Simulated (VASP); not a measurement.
Runs of VASP 6.6.1 on Sb. The structure is cubic, space group Pm-3m (No. 221). Conventional cell: a = 3.063 Å, b = 3.063 Å, c = 3.063 Å, α = 90.00°, β = 90.00°, γ = 90.00°. Sb (site symmetry m-3m) has 6 Sb at 3.06 Å as nearest neighbours. This isn't the form of Sb at room conditions, which is rhombohedral.

| level | k mesh | cutoff (eV) | smearing | gap on the mesh (eV) | pressure (GPa) |
| --- | --- | --- | --- | --- | --- |
| PBEsol | 14 × 14 × 14 | 520 | gaussian 0.5 eV | none | 0.1 |
| PBEsol | 20 × 20 × 20 | 520 | gaussian 0.1 eV | none | -0.1 |
| PBEsol | 14 × 14 × 14 | 700 | gaussian 0.1 eV | none | 0.0 |
| r2SCAN | 14 × 14 × 14 | 520 | gaussian 0.1 eV | none | (a) |
| PBEsol | 14 × 14 × 14 | 900 | gaussian 0.1 eV | none | 0.0 |

Alike in all rows: task single point; potentials or basis VASP PAW PBE potentials, release 64 (Sb); no spin polarisation; cell as given.

Estimate the missing entries.

(a) 1.5.

Caveats: the PAW data sets were made with another functional, which shifts forces and pressure a little.

A k mesh can miss the band edges, and the runs leave out spin-orbit coupling on Sb.

A gap of «none» marks a metal or a gap under the smearing width.
